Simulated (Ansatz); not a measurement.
A (100) slab of GaSb (F-43m (No. 216)), 7 planes, outer planes Ga (top) and Ga (bottom), with 7 atoms (Ga4Sb3) in a surface cell of A = 18.674 Å², as cut from the bulk:

```xyz
7
Lattice="4.3213 0.0000 0.0000 0.0000 4.3213 0.0000 0.0000 0.0000 24.1668" Properties=species:S:1:pos:R:3 pbc="T T T"
Ga    2.1606    2.1606    7.5000
Sb    2.1606    0.0000    9.0278
Ga    0.0000    0.0000   10.5556
Sb    0.0000    2.1606   12.0834
Ga    2.1606    2.1606   13.6112
Sb    2.1606    0.0000   15.1390
Ga    0.0000    0.0000   16.6668
```

Computed with DFT PBEsol, scalar-relativistic, plane waves, PAW (Ansatz). Settings: cutoff 420 eV, Γ-centred mesh 8×8×1 on the computed 7-atom cell, Gaussian smearing of 0.10 eV; no spin polarisation. The cell repeats along c with a dipole correction in the vacuum.

The relaxed slab holds 3 formula units of GaSb and 1 further Ga. Against those formula units in the bulk and the further Ga in its standard state it lies 3.002 eV higher. The formation energy of GaSb from the standard states is -0.246 eV a formula unit (uncorrected, no zero-point or thermal terms).

(1) Over what range can the chemical potential of Ga vary, and what is the surface energy at both ends?

(2) How does its energy depend on growth conditions?

## Answers

(1) In contact with the bulk, μ(Ga) + μ(Sb) is fixed. With Δμ counted from the standard states, Δμ(Ga) ≤ 0 keeps elemental Ga from forming, and Δμ(Sb) ≤ 0 requires Δμ(Ga) ≥ ΔH = -0.246 eV. Other compounds of Ga and Sb can narrow this range. Then γ, the mean of both faces, = [3.002 eV − 1.00·Δμ(Ga)]/(2A). At the Ga-rich end (Δμ = 0): 3.002/(2 × 18.674) × 16.02 = 1.29 J/m². At the Ga-poor end: (3.002 + 0.246)/(2 × 18.674) × 16.02 = 1.39 J/m².

(2) It carries an excess of Ga, so its energy falls by 0.43 J/m² for each eV that μ(Ga) rises: Ga-rich conditions lower it; whether it appears depends on the other terminations.